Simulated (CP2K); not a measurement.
Crystal: LiCl.

```
Cl Li
1.0
     3.62713    0.00000    0.00000
     1.81357    3.14119    0.00000
     1.81357    1.04706    2.96154
Cl Li
1 1
Direct
  0.50000 0.50000 0.50000
  0.00000 0.00000 0.00000
```

Base run:

- Program: CP2K 2026.2
- Functional: r2SCAN
- Potentials or basis: POTENTIAL_UZH Cl GTH-PBE-q7, Li GTH-PBE-q3; TZVP-MOLOPT-PBE-GTH basis
- Density cutoff: 9184 eV
- k mesh: 9 × 9 × 9
- Occupations: fermi-dirac, width 0.05 eV
- Spin: no spin polarisation

Its results: band gap on the k mesh 7.14 eV, direct; pressure -0.3 GPa.

Task: After a change of settings the same cell gave: band gap on the k mesh 6.31 eV, direct; pressure 0.6 GPa. Which change was it?
A. functional from r2SCAN to OLYP
B. functional from r2SCAN to BEEF-vdW
C. functional from r2SCAN to PBE
D. functional from r2SCAN to LDA

Result: C.

r2SCAN gives the wider gap, since meta-GGAs in the generalised Kohn-Sham scheme recover part of the derivative discontinuity.

Caveats: the basis of atomic orbitals isn't converged, which shifts pressures, moduli and gaps; the potentials were made for another functional, which shifts forces and pressure (some runs).

Not every run made on this cell is shown here.
